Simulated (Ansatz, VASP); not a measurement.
SnSe2: VASP beside Ansatz

```
CELL_PARAMETERS angstrom
3.82515 0.00000 0.00000
-1.91257 3.31268 0.00000
0.00000 0.00000 6.22708
ATOMIC_POSITIONS crystal
Sn 0.00000 0.00000 0.00000
Se 0.33333 0.66667 0.25308
Se 0.66667 0.33333 0.74692
```

The cell was built by a generator and needn't be a form met in nature.

Alike in both runs: task single point; functional PBE; k mesh 12 × 12 × 4; occupations fermi-dirac, width 0.02 eV; no spin polarisation.

```csv
,VASP,Ansatz
version,VASP 6.6.1,Ansatz 0.2.0
potentials or method,"VASP PAW PBE potentials, release 64 (Sn_d, Se)","plane waves, PAW"
plane-wave cutoff (eV),520,420
valence electrons in the cell,26,46
```

|  | VASP | Ansatz | Ansatz less VASP |
| --- | --- | --- | --- |
| gap on the k mesh at the Fermi level (eV) | 0.74 | 0.74 | +0.003 |
| pressure (GPa) | 3.0 | 2.9 | -0.07 |
| largest component of the traceless stress (GPa) | 0.12 | 0.11 | -0.009 |
| rms of the force components (eV/Å) | 0.130 | 0.123 | -0.0067 |

Atom by atom the forces differ by 0.007 eV/Å (rms over components). The two sets of potentials don't hold the same shells in valence.

Caveats: spin-orbit coupling is left out, which moves the levels of the heavy elements; this functional lacks dispersion, which binds the layers, so the pressure and a relaxed spacing across them are unreliable. A k mesh can miss the band edges.
